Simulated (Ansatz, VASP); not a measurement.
Two plane-wave programs on ZnS

```
CELL_PARAMETERS angstrom
3.84513 0.00000 0.00000
-1.92257 3.32998 0.00000
0.00000 0.00000 6.30572
ATOMIC_POSITIONS crystal
Zn 0.33333 0.66667 0.96260
Zn 0.66667 0.33333 0.46260
S 0.33333 0.66667 0.41240
S 0.66667 0.33333 0.91240
```

Change from the starting cell: polar distortion scaled by 0.40.

Alike in both runs: task single point; functional PBE; k mesh 9 × 9 × 6; no spin polarisation.

```csv
,VASP,Ansatz
version,VASP 6.6.1,Ansatz 0.2.0
potentials or method,"VASP PAW PBE potentials, release 64 (Zn, S)","scalar-relativistic, plane waves, PAW"
plane-wave cutoff (eV),520,420
occupations,"gaussian, width 0.01 eV",fixed
valence electrons in the cell,36,36
```

```csv
,VASP,Ansatz,Ansatz less VASP
gap on the k mesh at the Fermi level (eV),2.34,2.33,-0.010
least direct gap on the mesh (eV),2.34,2.33,-0.010
pressure (GPa),3.8,3.6,-0.16
largest component of the traceless stress (GPa),4.25,4.11,-0.142
rms of the force components (eV/Å),0.376,0.371,-0.0048
```

Atom by atom the forces differ by 0.005 eV/Å (rms over components).

Caveats: an odd mesh through Γ misses points on the zone boundary, where band edges often lie.
